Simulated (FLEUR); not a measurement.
## ZnS: equation of state with PBE

**Experimental background.**

“Electronic, vibrational, and thermodynamic properties of ZnS (zincblende and rocksalt structure)”, 2009, arxiv:0911.5022 quotes, for a bulk crystal of ZnS: bulk modulus 76.9 GPa.

ZnS:

```xyz
2
Lattice="0.0000 2.7020 2.7020 2.7020 0.0000 2.7020 2.7020 2.7020 0.0000" Properties=species:S:1:pos:R:3 pbc="T T T"
Zn    4.0530    4.0530    4.0530
S     0.0000    0.0000    0.0000
```

* Program: FLEUR MaX-R8.1 (later development tree)
* Task: equation of state
* Functional: PBE
* Potentials or basis: all-electron
* Basis: FLAPW
* Kmax: 5.27 1/bohr
* k mesh: 9 × 9 × 9
* Occupations: fermi-dirac, width 0.05 eV
* Spin: no spin polarisation

The equilibrium volume is 20.17 Å³/atom, the bulk modulus is 69 GPa and the pressure derivative of the bulk modulus is 4.4.

Energy against volume, from the lowest point:
| volume (Å³/atom) | energy (meV/atom) |
| --- | --- |
| 18.543 | 33.07 |
| 18.938 | 18.26 |
| 19.332 | 8.12 |
| 19.727 | 2.17 |
| 20.121 | 0.00 |
| 20.516 | 1.22 |
| 20.910 | 5.49 |

Measured bulk modulus of ZnS: 76.9 GPa (quoted in “Electronic, vibrational, and thermodynamic properties of ZnS (zincblende and rocksalt structure)”, 2009, arxiv:0911.5022). This calculation gives 69 GPa (-9.7 %). The fit is for a static lattice scaled at fixed shape and fixed fractional positions.

PBE usually gives volumes a little too large and moduli too small.
